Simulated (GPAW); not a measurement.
Runs of GPAW 26.7.0 on TePb. It takes space group Fm-3m (No. 225, cubic). The conventional cell has a = 6.462 Å, b = 6.462 Å, c = 6.462 Å, α = 90.00°, β = 90.00°, γ = 90.00°. Pb (site symmetry m-3m) has 6 Te at 3.23 Å as nearest neighbours. Te (site symmetry m-3m) has 6 Pb at 3.23 Å as nearest neighbours. 

```tsv
task	level	potentials or basis	cell	k mesh	cutoff (eV)	smearing	maxiter	convergence	displacement	relaxed first	mixer	other keys	mesh quality	pressure (GPa)	relaxed volume (Å³/atom)
relaxation of cell and atoms	RPBE+D4	the program's PAW data sets (release 1.2.1) made for this functional, pw	relaxed	7 × 7 × 7	600	fermi-dirac 0.05 eV	150	density=1e-05 forces=0.0001	-	-	-	-	not flagged	0.0	(a)
relaxation of cell and atoms	RPBE+D3(BJ)	the program's PAW data sets (release 1.2.1) made for this functional, pw	relaxed	7 × 7 × 7	600	fermi-dirac 0.05 eV	150	density=1e-05 forces=0.0001	-	-	-	-	not flagged	0.0	26.75
relaxation of cell and atoms	RPBE	the program's PAW data sets (release 1.2.1) made for this functional, pw	relaxed	7 × 7 × 7	600	fermi-dirac 0.05 eV	150	density=1e-05 forces=0.0001	-	-	-	-	not flagged	0.0	36.59
single point	PBE	GPAW PAW data sets (gpaw-data 1.2.1), pw	as given	7 × 7 × 7	600	fermi-dirac 0.05 eV	150	-	-	-	-	-	not flagged	(b)	-
Born charges	PBE	GPAW PAW data sets (gpaw-data 1.2.1), pw	relaxed	5 × 5 × 5	510	fermi-dirac 0.01 eV	150	density=1e-06 eigenstates=1e-09	0.01	cell	-	-	coarse	0.0	-
electron localisation function	PBE	GPAW PAW data sets (gpaw-data 1.2.1), pw	as given	5 × 5 × 5	510	fermi-dirac 0.01 eV	150	-	-	-	-	-	coarse	1.7	-
```

Alike in all rows: no spin polarisation.

Question: Estimate the missing entries.

Answer: (a) 33.47; (b) 1.8.

Caveats: later steps reuse the first step's grids (some runs); the cutoff is short for stress and forces, so pressures can be off by a GPa or more (some runs); the volume moved by over 15 % at a fixed basis, so the end points are rough (some runs); the density grid can change from cell to cell, which puts small steps into energies and stress (some runs); some modes are imaginary (some runs).
